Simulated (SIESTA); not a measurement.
Crystal: CoO.

```xyz
2
Lattice="0.0000 2.1315 2.1315 2.1315 0.0000 2.1315 2.1315 2.1315 0.0000" Properties=species:S:1:pos:R:3 pbc="T T T"
Co    0.0000    0.0000    0.0000
O     2.1315    2.1315    2.1315
```

Base run:

- Program: SIESTA 5.4.2
- Functional: PBEsol
- Potentials or basis: PseudoDojo 0.4 standard (PBEsol files)
- Basis: DZP (energy shift 0.003 Ry; two zetas on semicore shells)
- Grid cutoff: 800 Ry
- Energy shift: 0.003 Ry
- k mesh: 11 × 11 × 11
- Occupations: fermi-dirac, width 0.05 eV
- Spin: collinear spin, ferromagnetic start
- Starting moments: [2.0, 0.0] μB

Its results: band gap on the k mesh none (metal or under the smearing width); pressure -10.0 GPa; net moment 2.98 μB per cell; site moments Co +2.60; O +0.37 μB.

**Question.** The run is repeated on the same cell with these changes: functional from PBEsol to LDA; potentials or basis from PseudoDojo 0.4 standard (PBEsol files) to PseudoDojo 0.4 standard (LDA files). What comes out?

**Answer.** Band gap on the k mesh none (metal or under the smearing width); pressure -18.6 GPa; net moment 2.86 μB per cell; site moments Co +2.49; O +0.36 μB.

Caveats: short orbitals over semicore shells can move pressures by several GPa; the basis of atomic orbitals isn't converged, which shifts pressures, moduli and gaps; a cell with one magnetic atom can't hold antiferromagnetic order, which such compounds often take; semilocal functionals often make such compounds metallic where correlation or magnetic order opens a gap, which also shifts bond lengths.
